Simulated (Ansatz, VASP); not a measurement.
# CdSe (Cadmoselite): VASP beside Ansatz, part 2 of 2

One calculation is typed for both programs; each brings its own data sets and cutoff. How far apart do they land? The cell is taken from a series of VASP runs on this material, whose earlier steps may have relaxed, scaled or displaced it; both programs get it as it stands.

VASP 6.6.1 and Ansatz 0.2.0.

So far: The starting structure; VASP: zone-centre phonons, PBE with D3(BJ).

## Step 3: Ansatz: zone-centre phonons, PBE with D3(BJ)

Level of this step: Ansatz beside VASP: Kohn-Sham DFT, plane waves, PBE with D3(BJ) (Ansatz).

Ansatz runs on its default PAW (the set named soft_2) files.

The same cell, functional, mesh and smearing now go to Ansatz, which takes its cutoff from its data sets.

File input.yaml:

```yaml
crystal:
  lattice:
    - [4.3200884141, 0.0, 0.0]
    - [-2.1600442071, 3.7413063133, 0.0]
    - [0.0, 0.0, 7.0588829386]
  atoms:
    - { symbol: Cd, position: [0.3333333333, 0.6666666667, 0.0007183513] }
    - { symbol: Cd, position: [0.6666666667, 0.3333333333, 0.5007183513] }
    - { symbol: Se, position: [0.3333333333, 0.6666666667, 0.3760716487] }
    - { symbol: Se, position: [0.6666666667, 0.3333333333, 0.8760716487] }
hamiltonian:
  xc: pbe
  pseudopotentials: { kind: paw }
  dispersion: d3bj
kpoints:
  mp_grid: { grid: [6, 6, 3] }
scf:
  occupations: { method: gaussian, width: 0.05 }
phonons:
  method: dfpt
  qpoints: [[0, 0, 0]]
```

The run is started by

```sh
$ ansatz run input.yaml --threads 4 --pin off --max-ram 9216MiB --backend cpu --events-out ev --progress --plain --runs-dir out
```

Numbers of over 12 decimals in the logs are rounded to 6 here.

The program printed:

```text
Engine: ansatz 0.2.0, aarch64-unknown-linux-gnu
Pseudopotentials: kind: paw
Pseudopotential: Cd, paw, valence charge 20, recommended cutoff 420 eV (normal), Cd.paw.azcp
Pseudopotential: Se, paw, valence charge 16, recommended cutoff 420 eV (normal), Se.paw.azcp
Functional definition: PBE
  parameter kappa = 0.804
  parameter beta = 0.066725
  exchange = pbe_x(kappa = kappa, mu = beta*pi^2/3)
  correlation = pbe_c(beta = beta)
Crystal: 4 atoms, lattice volume = 114.091 Å³
Basis set: ecut = 420 eV, 2249 PW (Γ), exchange–correlation on 60×60×96 points (8 copies of the dense FFT grid, shifted against one another)
Bands: 44, of which v1, the nominal top of the filled ones, is band 36 counted from 1 (35 counted from 0)
Symmetry: 12 space group operations
k-points: 34 of 108 (irreducible under 2 space group operations, time reversal used)
Non-local potential: Cd, projectors of the file, l = 0: 3, l = 1: 2, l = 2: 2, l = 3: 1
Non-local potential: Se, projectors of the file, l = 0: 2, l = 1: 2, l = 2: 3, l = 3: 1
PAW form: soft (Blöchl's): semilocal exchange-correlation on the pseudo side does not see the compensation charge
PAW one-centre angular grid: Cd, 590 points (default); XC on 64 Gauss nodes
PAW one-centre angular grid: Se, 590 points (default); XC on 64 Gauss nodes
Initial density: superposition of atomic densities (neutral atoms: chi_scale 0, normalization atom), corrected by the library's trained network
Initial wavefunctions: pseudopotential atomic-orbital guess
Functional: x = pbe(κ = 0.804, μ = 0.219515), c = pbe(β = 0.066725)
SCF iter   1: F=—  HF=-27450.805195 eV  |F-HF|=—  |Δ(HF+E_count)|=         —  Δρ=8.35e-4  dr2=1.60e-3  ethr=1.77e-3  ⟨swp⟩=6.2  Hψ=5446  notcnv=0  defer=30
preconditioner: auto → Resta (q_TF=auto, 2.527 Å⁻¹)  ε∞=4.0  [insulator: Δε(μ)=0.619 eV  Ē_g=12.084 eV  σ=0.050 eV  W_gap=1.00  n_scr=34 (ndim 8)  ℏωp=20.9 eV  f_vac=0.206  D(μ)=0.00/eV (n_scr^D=0)  ε∞_Penn≈4.0]
SCF iter   2: F=—  HF=-27450.806361 eV  |F-HF|=—  |Δ(HF+E_count)|=   1.17e-3  Δρ=4.84e-4  dr2=4.89e-4  ethr=2.23e-6  ⟨swp⟩=2.0  Hψ=2380  notcnv=0  defer=45
SCF iter   3: F=—  HF=-27450.806414 eV  |F-HF|=—  |Δ(HF+E_count)|=   5.37e-5  Δρ=2.20e-4  dr2=4.01e-5  ethr=6.80e-7  ⟨swp⟩=2.0  Hψ=2001  notcnv=0  defer=45
SCF iter   4: F=—  HF=-27450.806433 eV  |F-HF|=—  |Δ(HF+E_count)|=   1.87e-5  Δρ=9.64e-5  dr2=1.15e-5  ethr=5.56e-8  ⟨swp⟩=2.7  Hψ=2577  notcnv=0  defer=45
SCF iter   5: F=—  HF=-27450.806447 eV  |F-HF|=—  |Δ(HF+E_count)|=   1.40e-5  Δρ=3.57e-5  dr2=2.21e-6  ethr=1.59e-8  ⟨swp⟩=2.0  Hψ=1999  notcnv=0  defer=45
SCF iter   6: F=—  HF=-27450.806438 eV  |F-HF|=—  |Δ(HF+E_count)|=   9.10e-6  Δρ=9.57e-6  dr2=9.61e-8  ethr=3.07e-9  ⟨swp⟩=2.0  Hψ=2001  notcnv=0  defer=45
SCF iter   7: F=—  HF=-27450.806438 eV  |F-HF|=—  |Δ(HF+E_count)|=   2.34e-7  Δρ=4.47e-6  dr2=2.11e-8  ethr=1.34e-10  ⟨swp⟩=2.0  Hψ=2341  notcnv=0  defer=45
SCF iter   8: F=—  HF=-27450.806438 eV  |F-HF|=—  |Δ(HF+E_count)|=  1.24e-10  Δρ=1.13e-6  dr2=2.01e-9  ethr=2.93e-11  ⟨swp⟩=2.0  Hψ=2341  notcnv=0  defer=45
SCF iter   9: F=—  HF=-27450.806438 eV  |F-HF|=—  |Δ(HF+E_count)|=   5.48e-9  Δρ=2.78e-7  dr2=8.78e-11  ethr=2.79e-12  ⟨swp⟩=2.0  Hψ=2001  notcnv=0  defer=45
SCF iter  10: F=-27450.806438 eV  HF=-27450.806438 eV  |F-HF|=1.82e-11  |Δ(HF+E_count)|=  1.82e-10  Δρ=5.30e-8  dr2=4.12e-12  ethr=1.00e-12  ⟨swp⟩=8.6  Hψ=7579  notcnv=0
SCF 1 converged in 10 iterations: F = -27450.806438 eV  dr2 = 4.12e-12
  greatest PAW one-centre occupation: 1.000 electrons in one spin orbital (limit 2), on the Cd atom at site 1 (counted from 0), in its partial waves of l = 0
DFPT response loops at Γ: preconditioner auto → none (the input reference at scf.mixing.eps_inf says where Resta's filter doesn't serve); β = 0.50; Broyden in place of MSR1
SCF converged after 10 iterations
Free energy (F): -27450.806438 eV
Harris-Foulkes:  -27450.806438 eV  (|F-HF|=1.82e-11)
Internal energy: -27450.806438 eV  (E = F + TS)
E sigma→0 (E₀):  -27450.806438 eV
Fermi energy:    7.602859 eV
--- Per-component energies (eV) ---
  E_band       = -1791.720861
  E_kinetic    = 1247.502537
  E_local      = -12839.912837  (includes V_loc(G=0)·N_el)
  E_nonlocal   = -1124.589048
  E_hartree    = 6103.787896
  E_xc         = -562.074473
  E_vxc        = -639.837828  (∫ρ·V_xc dr)
  E_paw        = -11989.363579  (= ΣΔE_a)
  E_vpaw       = -642.458308  (= ΣTr[D̂ρ^β])
  E_aug_tail   = -0.001163  (compensation charges beyond the density's cutoff)
  E_ewald      = -8284.900793
  E_disp       = -1.254979  (pairwise vdW)
  E_smearing   = -0.000000  (= −TS)
  E_closure    = -0.000000  (closes the sum)
  Σ components = -27450.806438   (vs F -27450.806438, Δ=0.00e0)
--- Band table (eV; the first three rows and the last of 34) ---
  k-point 0: bands = [... 32 lower, 6.5433, 7.2321, 7.2855, 7.2855, 7.9176, 9.4866, 13.1574, 13.1574, ... 4 higher]
  k-point 1: bands = [... 32 lower, 6.7168, 6.7168, 7.0868, 7.0868, 9.2952, 9.6246, 12.8929, 13.3227, ... 4 higher]
  k-point 2: bands = [... 32 lower, 5.8965, 6.2326, 7.0317, 7.0976, 9.2320, 10.4269, 12.5316, 13.5086, ... 4 higher]
  k-point 33: bands = [... 32 lower, 5.1232, 5.6165, 5.7708, 6.2852, 10.5842, 11.2845, 12.3825, 12.7580, ... 4 higher]
--- Phonons (Γ-DFPT): 4 representative perturbations + reference, on 34 of 108 k-points (Σ response iterations 14) ---
  k mesh reduced under 2 symmetry operations, with k and −k counted as one. Each operation leaves every solved perturbation unchanged. A smaller set is not used because it would not reduce the number of displacements times k-points to solve
  ASR residual: 9.194e-6 → 0.000e0 eV/Å²; symmetrization residual: 1.759e-5 eV/Å²
  pairwise dispersion correction: d3bj (s6 = 1.0, s8 = 0.7875, a1 = 0.4289, a2_bohr = 4.4407), with the weights of each atom's references fixed at the reference crystal's, and the forces and stress that the weights' published response gives there kept as a pressure on the atom's counted neighbours (hamiltonian.dispersion)
  ASR residual per site (eV/Å²): 9.19e-6 9.19e-6 6.99e-6 6.99e-6
  Γ frequencies (cm⁻¹): 0.00 0.00 0.00 29.61 29.61 120.76 164.53 168.29 168.29 171.96 171.96 185.16
  non-analytic LO–TO correction: not included (Born effective charges unavailable; polar crystals: no LO–TO splitting at Γ)
--- Phonons (arbitrary-q DFPT): 1 explicit q-point ---
  q = [0, 0, 0] (of the zone-centre solve; hermiticity 2.57e-6, symmetrization 1.29e-6): -0.00 0.00 0.00 29.61 29.61 120.76 164.53 168.29 168.29 171.96 171.96 185.16
  sum rule: each row above includes the acoustic sum rule's correction from the zone centre's row sums; it moved no ω² by more than (0.16 cm⁻¹)²
```

Wall time 24 s (4 threads of Arm Neoverse V2, shared host); peak memory 0.84 GiB.

## Step 4: Differences

Known differences besides the potentials themselves: the data sets hold 72 valence electrons in Ansatz (default PAW (the set named soft_2) files) and 36 in VASP; the cutoff is 420 eV in Ansatz and 400 eV in VASP; VASP leaves aspherical gradient terms in its spheres out (LASPH is not set), Ansatz keeps them; Ansatz takes the dispersion share of the force constants at frozen C6 weights, VASP differentiates the full forces; VASP uses finite displacements, Ansatz perturbation theory. Total energies have different zeros and are not compared.

The two programs side by side:

```tsv
quantity	Ansatz	VASP	difference
optical mode 1 to 2 (cm⁻¹)	29.6	29.2	+0.4
optical mode 3 (cm⁻¹)	120.8	121.8	-0.83 %
optical mode 4 (cm⁻¹)	164.5	167.3	-1.65 %
optical mode 5 to 6 (cm⁻¹)	168.3	171.0	-1.59 %
optical mode 7 to 8 (cm⁻¹)	172.0	174.8	-1.62 %
optical mode 9 (cm⁻¹)	185.2	187.3	-1.14 %
```

Modes are paired by rising frequency and degeneracy, not by their patterns, so a pair may still set unlike modes beside each other.

## Step 5: What came out

```json
{
 "r.m.s. difference of the optical zone-centre modes, each program's sorted by frequency (zone-centre phonons, PBE with D3(BJ))": "2.2 cm⁻¹",
 "difference in optical mode 4 (zone-centre phonons, PBE with D3(BJ))": "-1.6 %"
}
```

What this shows: The r.m.s. difference of the optical zone-centre modes, each program's sorted by frequency is 2.2 cm⁻¹ (zone-centre phonons, PBE with D3(BJ)). Among the rows given in per cent, the largest difference of the zone-centre phonons, PBE with D3(BJ) pair is in optical mode 4, -1.6 %. 1 further run of this series is not shown here. How closely two codes agree says nothing of how well the functional describes the real material.

[Lines on the potential files, build, host, timing and source positions are cut from VASP's logs without a mark.]

[Logs are printed without paths, hosts, clocks, repeated set-up lines and the standing remarks that a program may print on its own settings, such as how far it seeks lower states.]

[Hosts, paths, dates, database ids (printed as entryN), source tags and the programs' standing remarks are cut or masked in the printed files.]
